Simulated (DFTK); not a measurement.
Al:

```
CELL_PARAMETERS angstrom
0.00000 2.02481 2.02481
2.02481 0.00000 2.02481
2.02481 2.02481 0.00000
ATOMIC_POSITIONS crystal
Al 0.00000 0.00000 0.00000
```

Base run:

| Quantity | Value |
| --- | --- |
| Program | DFTK 0.8.2 |
| Functional | r2SCAN |
| Potentials or basis | SG15 1.2 (PBE) |
| Cutoff | 1225 eV |
| k mesh | 11 × 11 × 11 |
| Occupations | fermi-dirac, width 0.05 eV |
| Spin | no spin polarisation |

Its results: band gap on the k mesh none (metal or under the smearing width); pressure -1.9 GPa.

Task: After a change of settings the same cell gave: band gap on the k mesh none (metal or under the smearing width); pressure -2.5 GPa. Which change was it?
A. functional from r2SCAN to PBE; potentials or basis from SG15 1.2 (PBE) to in-house norm-conserving set (PBE, scalar relativistic); cutoff from 1225 eV to 544 eV; valence electrons from 11 to 3
B. functional from r2SCAN to LDA; potentials or basis from SG15 1.2 (PBE) to cp2k.nc.sr.lda.v0_1.semicore.gth (LDA, GTH); cutoff from 1225 eV to 735 eV; valence electrons from 11 to 3
C. k mesh from 11 × 11 × 11 to 10 × 10 × 10
D. functional from r2SCAN to PBE; potentials or basis from SG15 1.2 (PBE) to dojo.nc.sr.pbe.v0_4_1.standard.upf (PBE); cutoff from 1225 eV to 707 eV; valence electrons from 11 to 3

Result: C.

Caveats: the potentials were made for another functional, which shifts forces and pressure.

Not every run made on this cell is shown here.
